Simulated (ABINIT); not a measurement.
PbSe:

```
Pb Se
1.0
     3.78432    0.00000    0.00000
     0.00000    3.78432    0.00000
     0.00000    0.00000    3.78432
Pb Se
1 1
Cartesian
  0.0000 0.0000 0.0000
  1.8922 1.8922 1.8922
```

Measurements of this composition are mostly on another form, of space group No. 225.

| Property | Result |
| --- | --- |
| Program | ABINIT 10.8.3 (patched build) |
| Task | single point |
| Functional | PBE |
| Potentials or basis | JTH PAW PBE v2.0 |
| Cutoff | 599 eV |
| k mesh | 7 × 7 × 7 |
| Occupations | fermi-dirac, width 0.05 eV |
| Spin | no spin polarisation |

On this cell: pressure -0.1 GPa; largest force zero by symmetry; band gap on the k mesh none (metal or under the smearing width).

The same run follows on a disturbed copy (atoms moved at random, drawn with an rms of 0.05 Å):

```
CELL_PARAMETERS angstrom
3.78432 0.00000 0.00000
0.00000 3.78432 0.00000
0.00000 0.00000 3.78432
ATOMIC_POSITIONS crystal
Pb 0.01013 0.99205 0.99264
Se 0.50635 0.49382 0.50459
```

**Question.** What changes?

**Answer.** The energy (extrapolated to zero smearing) moves by -0.5 meV/atom; pressure -0.1 GPa; largest force 0.038 eV/Å; band gap on the k mesh none (metal or under the smearing width).

Forces in eV/Å, atoms in the order of the input:
```
Pb   0.011 -0.006 -0.035
Se  -0.011  0.006  0.035
```
